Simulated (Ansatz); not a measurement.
Runs of Ansatz 0.2.0 on RbBr. Symmetry: Pm-3m, No. 221, cubic system. Conventional cell: a = 4.126 Å, b = 4.126 Å, c = 4.126 Å, α = 90.00°, β = 90.00°, γ = 90.00°. Around Rb (site symmetry m-3m) lie 8 Br at 3.57 Å. Around Br (site symmetry m-3m) lie 8 Rb at 3.57 Å. The cell comes from a database or a generator and needn't be the stable form of this composition.

| level | cutoff (eV) | gap on the mesh (eV) | pressure (GPa) | relaxed volume (Å³/atom) |
| --- | --- | --- | --- | --- |
| r2SCAN | 500 | (c) | 0.0 | 35.12 |
| PBE | 420 | 3.95 | 0.0 | 36.86 |
| LDA | 420 | 4.14 | 0.0 | 31.22 |
| revPBE | 420 | (a) | 0.0 | 40.51 |
| RPBE | 420 | 3.93 | 0.0 | 41.23 |
| PBEsol | 420 | (b) | 0.0 | 33.71 |
| BLYP | 420 | (d) | 0.0 | 39.62 |

Alike in all rows: task relaxation of cell and atoms; potentials or basis Ansatz PAW; no spin polarisation; cell relaxed; k mesh 7 × 7 × 7; smearing fermi-dirac 0.05 eV.

Task: Estimate the missing entries.

Result: (a) 3.94; (b) 4.07; (c) 4.85; (d) 3.74.

Caveats: odd divisions of the mesh miss points on the zone boundary, where band edges often lie, so the gap on the mesh can be too wide; the plane-wave basis is chosen anew once the cell has moved, so the energies of steps on either side of that aren't comparable; the PAW data sets come from PBE, with cores solved anew for the run's functional, which leaves a small shift of forces and pressure (some runs); the volume moved by over 15 % at a fixed basis, so the end points are rough (some runs).

A k mesh can miss the band edges, and the runs leave out spin-orbit coupling on Br, Rb.
